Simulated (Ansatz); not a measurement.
## Nb, omega (AlB2-type): geometry optimisation

Level of theory: DFT, revPBE, plane waves (420 eV) with PAW, scalar-relativistic in Ansatz. (PAW data from PBE, frozen cores regenerated.)

k-point mesh 8×8×11, Fermi-Dirac smearing 0.1 eV, no spin polarisation. Cell and atoms relax.

Starting structure:

```yaml
crystal:
  lattice:
    - [4.665877109, 0.0, 0.0]
    - [-2.3329385545, 4.0407681073, 0.0]
    - [0.0, 0.0, 2.8601826678]
  atoms:
    - { symbol: Nb, position: [0.0, 0.0, 0.0] }
    - { symbol: Nb, position: [0.3333333333, 0.6666666667, 0.5] }
    - { symbol: Nb, position: [0.6666666667, 0.3333333333, 0.5] }
hamiltonian:
  xc: revpbe
  pseudopotentials:
    kind: paw
    azcp:
      Nb: "pseudopotentials/Nb.paw.azcp"
basis:
  ecutwfc: 420
  fft_grid_basis: typed
kpoints:
  mp_grid: { grid: [8, 8, 11], shift: [0, 0, 0] }
magnetization:
  spin_polarized: false
scf:
  occupations: { method: fermi_dirac, width: 0.1 }
relax:
  max_steps: 60
  f_tol: 0.01
  cell: {}
```

Problem. What cell does the relaxation end in?

Solution. P6/mmm with a = 4.904 Å, c = 2.699 Å (c/a = 0.550); 18.73 Å³ per atom against 17.98 at the start (4.2 %).

Problem. How much energy does the relaxation gain?

Solution. 119.4 meV per atom.

Path of the relaxation (the plane waves are chosen anew near the end, which can shift the energy a little):

| step | E − E(final) (meV/atom) | V (Å³/atom) | P (GPa) | max force (eV/Å) |
| --- | --- | --- | --- | --- |
| 0 | 119.36 | 17.975 | 7.41 | 0.000 |
| 1 | 11.82 | 19.138 | -3.40 | 0.000 |
| 2 | 0.79 | 18.880 | -1.18 | 0.000 |
| 3 | 0.22 | 18.751 | -0.13 | 0.000 |
| 4 | 0.21 | 18.734 | 0.00 | 0.000 |
| 5 | 0.00 | 18.734 | 0.00 | 0.000 |
